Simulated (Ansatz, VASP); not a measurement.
# MgSi2N2 in VASP and in Ansatz

```
Mg Si N
1.0
     4.31123    0.00000    0.00000
    -2.15562    3.73364    0.00000
     0.00000    0.00000    3.65087
Mg Si N
1 2 2
Direct
  0.00000 0.00000 0.00000
  0.33333 0.66667 0.50000
  0.66667 0.33333 0.50000
  0.33333 0.66667 0.00000
  0.66667 0.33333 0.00000
```

Alike in both runs: functional PBE; k mesh 6 × 6 × 4; occupations gaussian, width 0.1 eV; no spin polarisation.

Ansatz relaxed the structure, and its values are those at the end. VASP's run is a single point on that final structure, the one shown.

```csv
,VASP,Ansatz
version,VASP 6.6.1,Ansatz 0.2.0
potentials or method,"VASP PAW PBE potentials, release 64 (Mg, Si, N)","scalar-relativistic, plane waves, PAW"
plane-wave cutoff (eV),520,420
valence electrons in the cell,20,28
```

```tsv
	VASP	Ansatz	Ansatz less VASP
gap on the k mesh at the Fermi level (eV)	none	none	-
pressure (GPa)	-0.3	0.0	+0.28
```

A gap of «none» marks a metal or a gap that the smearing closes. The two sets of potentials don't hold the same shells in valence.

Caveats: the k mesh is coarse (spacing up to 0.43 Å⁻¹), so the values aren't converged.
